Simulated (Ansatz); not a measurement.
Run this with Ansatz 0.2.0 through its Python package and show what comes out.

Input file `be2c.yaml`:
```yaml
crystal:
  lattice:
    - [0.0, 2.165, 2.165]
    - [2.165, 0.0, 2.165]
    - [2.165, 2.165, 0.0]
  atoms:
    - { symbol: Be, position: [0.25, 0.25, 0.25] }
    - { symbol: Be, position: [0.75, 0.75, 0.75] }
    - { symbol: C, position: [0.0, 0.0, 0.0] }
kpoints:
  mp_grid: { grid: [5, 5, 5] }
hamiltonian:
  xc: r2scan
scf:
  occupations: { method: gaussian, width: 0.01 }
output:
  forces: true
phonons:
  method: fd
  supercell: [2, 2, 2]
```

Script `run_convert.py`:
```python
"""Turn an input file for Be2C into a chain of calls."""

import ansatz

model = ansatz.Calculation.from_yaml("be2c.yaml")
print(model.to_python())
```

```console
$ python run_convert.py
(
    az.Lattice.of(((0.0, 2.165, 2.165), (2.165, 0.0, 2.165), (2.165, 2.165, 0.0)))
    .atom("Be", (0.25, 0.25, 0.25))
    .atom("Be", (0.75, 0.75, 0.75))
    .atom("C", (0.0, 0.0, 0.0))
    .calculation()
    .kpoints(5, 5, 5)
    .functional("r2scan")
    .occupations(method="gaussian", width=0.01)
    .phonons(method="fd", supercell=(2, 2, 2))
    .forces()
)
```

The input is only written out: it wasn't run, and its settings aren't tested.
